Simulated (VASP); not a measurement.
## From an Ansatz input to VASP: SiC (ordered alloy on diamond lattice)

Ansatz input

```yaml
crystal:
  lattice:
    - [1.54850924, 0.8940322265, 5.3418850129]
    - [-1.54850924, 0.8940322265, 5.3418850129]
    - [0.0, -1.7880644531, 5.3418850129]
  atoms:
    - { symbol: C, position: [0.4496676737, 0.4496676737, 0.4496676737] }
    - { symbol: Si, position: [0.9255061285, 0.9255061285, 0.9255061285] }
    - { symbol: Si, position: [0.0744938715, 0.0744938715, 0.0744938715] }
    - { symbol: C, position: [0.5503323263, 0.5503323263, 0.5503323263] }
kpoints:
  mp_grid: { grid: [8, 8, 8] }
hamiltonian:
  xc: lda
scf:
  occupations: { method: fermi_dirac, width: 0.02 }
relax:
  f_tol: 0.005
  cell: {}
```

**Question.** Translate this input to VASP.

**Answer.** 

INCAR

```
LWAVE = .FALSE.
GGA = CA
LREAL = .FALSE.
IBRION = 2
PREC = Accurate
EDIFFG = -5E-3
NBANDS = 16
NELM = 120
LASPH = .TRUE.
ISMEAR = -1
SIGMA = 0.02
ISIF = 3
ENCUT = 600
NSW = 40
LCHARG = .FALSE.
EDIFF = 1E-7
```

KPOINTS

```
KPOINTS created by Atomic Simulation Environment
0
Gamma
8 8 8
0 0 0
```

POSCAR

```
C  Si
 1.0000000000000000
     1.5485092399629776    0.8940322265352485    5.3418850128779987
    -1.5485092399629776    0.8940322265352485    5.3418850128779987
     0.0000000000000001   -1.7880644530704961    5.3418850128779987
 C   Si
   2   2
Cartesian
  0.0000000000000001  0.0000000000000003  7.2062190210387662
  0.0000000000000002 -0.0000000000000000  8.8194360175952315
  0.0000000000000002  0.0000000000000003 14.8318419517425006
  0.0000000000000000 -0.0000000000000000  1.1938130868914933
```

VASP ran with the recommended LDA PAW datasets (16 valence electrons in the cell). Other inputs would serve too.

|  | Ansatz | VASP |
| --- | --- | --- |
| relaxed cell vector lengths | 5.572, 5.572, 5.572 Å | 5.573, 5.573, 5.573 Å |
| relaxed cell volume | 42.83 Å³ | 42.87 Å³ |

The two codes use different PAW datasets and cutoffs. VASP's cell holds 16 valence electrons and Ansatz's 16. LDA means the Perdew–Zunger form with relativistic exchange in VASP and the Perdew–Wang form in Ansatz.
